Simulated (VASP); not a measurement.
ZnS (Wurtzite-2H):

```
Zn S
1.0
     3.81100    0.00000    0.00000
    -1.90550    3.30042    0.00000
     0.00000    0.00000    6.23400
Zn S
2 2
Cartesian
  1.9055 1.1001 3.1170
  0.0000 2.2003 0.0000
  1.9055 1.1001 5.5171
  0.0000 2.2003 2.4001
```

Base run:

* Program: VASP 6.6.1
* Functional: RPBE
* Potentials or basis: VASP PAW PBE potentials, release 64 (Zn, S)
* Cutoff: 520 eV
* k mesh: 8 × 8 × 5
* Occupations: fermi-dirac, width 0.05 eV
* Spin: no spin polarisation

Its results: band gap on the k mesh 2.42 eV, direct.

Problem. The run is repeated on the same cell with these changes: functional from RPBE to PBEsol. What comes out?

Solution. Band gap on the k mesh 2.12 eV, direct.

Not every run made on this cell is shown here.
